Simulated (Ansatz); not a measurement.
# Molybdenum, fcc under LDA: ground state and equation of state

What does LDA give for molybdenum in the fcc structure? We relax it, solve it on a dense k-mesh, switch on spin-orbit coupling, then scale the cell to 7 volumes from 88 to 112 % of the relaxed one and try a fit of the equation of state. The k-meshes are 14×14×14 for the relaxation; 23×23×23 for the dense run; 14×14×14 for spin-orbit coupling; 15×15×15 for the volumes.

This is Mo in the fcc structure; at room conditions it is bcc.

Program: Ansatz 0.2.0. Level of theory: DFT LDA (PW92), plane waves (420 eV) with PAW, scalar-relativistic; PBE-made PAW files. These are calculated values, not measurements.

**1. The structure to begin with**

It takes space group Fm-3m (No. 225, cubic). The conventional cell has a = 3.965 Å, b = 3.965 Å, c = 3.965 Å, α = 90.00°, β = 90.00°, γ = 90.00°. Mo (site symmetry m-3m) has 12 Mo at 2.80 Å as nearest neighbours.

Structure file:

```cif
data_structure
_symmetry_space_group_name_H-M 'Fm-3m'
_symmetry_Int_Tables_number 225
_cell_length_a 3.9653
_cell_length_b 3.9653
_cell_length_c 3.9653
_cell_angle_alpha 90.000
_cell_angle_beta 90.000
_cell_angle_gamma 90.000
_cell_volume 62.35
loop_
_atom_site_label
_atom_site_type_symbol
_atom_site_symmetry_multiplicity
_atom_site_Wyckoff_symbol
_atom_site_fract_x
_atom_site_fract_y
_atom_site_fract_z
_atom_site_occupancy
Mo1 Mo 4 a 0.00000 0.00000 0.00000 1
```

**2. Geometry optimisation**

input.yaml

```yaml
crystal:
  lattice:
    - [0.0, 1.9826747602, 1.9826747602]
    - [1.9826747602, 0.0, 1.9826747602]
    - [1.9826747602, 1.9826747602, 0.0]
  atoms:
    - { symbol: Mo, position: [0.0, 0.0, 0.0] }
hamiltonian:
  xc: lda
  pseudopotentials:
    kind: paw
    azcp:
      Mo: "pseudopotentials/Mo.paw.azcp"
basis:
  ecutwfc: 420
  fft_grid_basis: typed
kpoints:
  mp_grid: { grid: [14, 14, 14], shift: [0, 0, 0] }
magnetization:
  spin_polarized: false
scf:
  occupations: { method: fermi_dirac, width: 0.1 }
relax:
  max_steps: 60
  f_tol: 0.01
  cell: {}
output:
  write_density: true
  write_potential: true
  elf: true
  volumetric_format: npy
```

The runs that follow: Single point on a dense mesh; A two-component run at the same geometry; Volume × 0.88; Volume × 0.92; Volume × 0.96; Volume × 1.0; Volume × 1.04; Volume × 1.08; Volume × 1.12.

What does the calculation give? Wanted: space group; conventional cell; volume; shortest distance; gap on the mesh; relative to bcc; V₀, B₀, B₀′.

**Answer**, as computed:

| quantity | value |
| --- | --- |
| space group (spins left aside) | Fm-3m (No. 225) |
| conventional cell | a = 3.936 Å |
| volume | 15.243 Å³/atom |
| shortest distance | 2.783 Å |
| gap on the mesh | none (levels filled in part) |
| relative to bcc | +434 meV/atom |
| V₀, B₀, B₀′ | 15.264 Å³/atom, 267 GPa, 3.8 |

What this shows: The relaxation shrank the cell by 2.2 % in volume. Against the reference form of molybdenum (bcc, computed apart with the same settings) it stands 434 meV/atom higher, so it is far from stable. Levels at the Fermi energy are filled in part, as in a metal. The total energy of the spin-orbit run lies -1.1 eV/atom from the scalar one, but the two kinds of run don't share a zero of energy: only differences within one kind count. The fitted modulus is 267 GPa. The symmetry was held, so the structure may be unstable against distortions that break it.
